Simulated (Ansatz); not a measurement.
# Contact densities of SiNi against volume

```yaml
crystal:
  lattice:
    - [3.02662, 0.00000, 0.00000]
    - [0.00000, 3.27350, 0.00000]
    - [0.00000, 0.00000, 4.69776]
  atoms:
    - { symbol: Si, position: [0.50000, 0.50000, 0.84230] }
    - { symbol: Si, position: [0.00000, 0.00000, 0.15770] }
    - { symbol: Ni, position: [0.50000, 0.50000, 0.34422] }
    - { symbol: Ni, position: [0.00000, 0.00000, 0.65578] }
```

Atom numbers follow the list: Si1, Si2, Ni3, Ni4.

The conventional cell has a = 3.027 Å, b = 3.273 Å, c = 4.698 Å, α = 90.00°, β = 90.00°, γ = 90.00°. Around Si (atom 1) lie 6 Ni at 2.34 to 2.40 Å and 4 Si at 2.68 Å. Around Ni (atom 3) lie 6 Si at 2.34 to 2.40 Å and 4 Ni at 2.67 Å.

The cell comes from COD entry 2300377, which wasn't checked; take it as a given geometry.

Theory: Ansatz 0.2.0, DFT, LDA, all-electron PAW with datasets made for the crystal, scalar-relativistic.

Settings: a Γ-centred 11×10×7 k mesh, Fermi–Dirac smearing of 0.05 eV, cutoff 320 eV (chosen by the program for this cell), spin-polarised from start moments Ni3 1.5, Ni4 1.5 μB (the moments died away, and the run ended non-magnetic).

The contact density is the mean electron density over the nuclear volume; its changes set Mössbauer isomer shifts. Changes below are taken from the unscaled cell, where it is 12701.5 e/Å³ at Si1, 129765 e/Å³ at Ni3.

Volumes at which the program chose other datasets or cutoffs are left out.

| V/V(cell) | P (GPa) | Δρ(0) Si1 (e/Å³) | Δρ(0) Ni3 (e/Å³) | cell moment (μB) |
| --- | --- | --- | --- | --- |
| 0.9400 | 2.0 | ? | 2.30 | 0.00 |
| 0.9600 | -2.5 | -0.51 | 1.46 | 0.00 |
| 0.9800 | -6.4 | -0.26 | 0.72 | 0.00 |
| 0.9900 | -8.2 | ? | 0.36 | 0.00 |
| 1.0000 | -9.9 | 0.00 | 0.00 | 0.00 |
| 1.0100 | -11.6 | ? | -0.35 | 0.00 |
| 1.0200 | -13.1 | 0.26 | -0.70 | 0.00 |

Q: Fill in "Δρ(0) Si1 (e/Å³)" for the row "0.9400".

A: -0.75.

Q: What belongs in the row "0.9900", column "Δρ(0) Si1 (e/Å³)"?

A: -0.13.

Q: Give the missing entry: row "1.0100", column "Δρ(0) Si1 (e/Å³)".

A: 0.13.

The datasets are made afresh for each cell, so very small changes are uncertain.
